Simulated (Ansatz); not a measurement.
# Levels at Γ against strain in GaP

```xyz
2
Lattice="0.0000 2.7252 2.7252 2.7252 0.0000 2.7252 2.7252 2.7252 0.0000" Properties=species:S:1:pos:R:3 pbc="T T T"
Ga    0.0000    0.0000    0.0000
P     4.0879    4.0879    4.0879
```

Atoms are numbered in the order listed.

The cell is COD entry 9008846, as deposited and not checked against the literature; nothing was relaxed.

These are results of Ansatz 0.2.0, DFT, PBE, all-electron LAPW, scalar-relativistic, not measurements.

Numerical set-up: a Γ-centred 10×10×10 k mesh, Fermi–Dirac smearing of 0.05 eV, basis error target 0.5 meV/atom, no spin polarisation.

The strain is applied along the Cartesian axes of the cell as listed (the other components stay zero). Fractional coordinates are held (clamped ions).

Only quantities that a quadratic follows smoothly over the whole series are listed; rougher ones are left out.

```csv
εzz,"direct gap at Γ, from the mean of the top three filled levels (eV)",singlet less doublet of the top filled triplet at Γ (eV)
-0.0300,2.078,0.167
-0.0200,1.996,0.112
0.0000,1.831,0.000
0.0100,1.748,-0.056
0.0200,1.665,-0.113
0.0300,1.581,-0.171
```

Question: Fit the series and give the slopes at zero strain.

Answer: Least-squares fits y = p0 + p1 x + p2 x² to the rows give direct gap at Γ, from the mean of the top three filled levels (eV): p1 = -8.28, p2 = -1.7; singlet less doublet of the top filled triplet at Γ (eV): p1 = -5.63, p2 = -2.5. Without spin–orbit coupling the singlet lies 3b(εzz − εxx) above the doublet in the usual convention, so the shear deformation potential is b = -1.88 eV.

Question: One run, at εzz = -0.0100, is withheld. Predict its row.

Answer: The fits give 1.914, 0.056; the run gave 1.913, 0.056.
